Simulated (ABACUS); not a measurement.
Crystal: HfO2.

```xyz
3
Lattice="0.0000 2.5575 2.5575 2.5575 0.0000 2.5575 2.5575 2.5575 0.0000" Properties=species:S:1:pos:R:3 pbc="T T T"
Hf    0.0000    0.0000    0.0000
O     3.8363    3.8363    3.8363
O     1.2788    1.2788    1.2788
```

Measurements of this composition are mostly on another form, of space group No. 14.

Program: ABACUS 3.10.1. Alike in all runs: task single point; no spin polarisation; cell as given; smearing fermi-dirac 0.05 eV.

Order these runs on this cell by their pressure, lowest first.
A. level rPW86PBE; potentials or basis PseudoDojo NC SR 0.5 PBE standard, plane waves; k mesh 7 × 7 × 7; cutoff (eV) 1143; SCF threshold on the density 1e-08; eigensolver dav
B. level LDA; potentials or basis GBRV ultrasoft 1.5 LDA, plane waves; k mesh 7 × 7 × 7; cutoff (eV) 544; SCF threshold on the density 1e-08; eigensolver dav
C. level PBE; potentials or basis PseudoDojo NC SR 0.4.1 PBE standard, DZP LCAO (the cutoffs set its grid); k mesh 9 × 9 × 9; cutoff (eV) 1361; SCF threshold on the density 1e-07; eigensolver genelpa

B (-18.6 GPa), C (-3.3 GPa), A (1.4 GPa).

Caveats: the atomic orbitals were generated for these runs and aren't a published set (some runs); the basis of atomic orbitals isn't converged, which shifts pressures, moduli and gaps (some runs); the potentials were made for another functional, which shifts forces and pressure (some runs); so large a pressure means that the cell lies far from this level's equilibrium, or that cutoff or potentials fall short (some runs).

Not every run made on this cell is shown here.
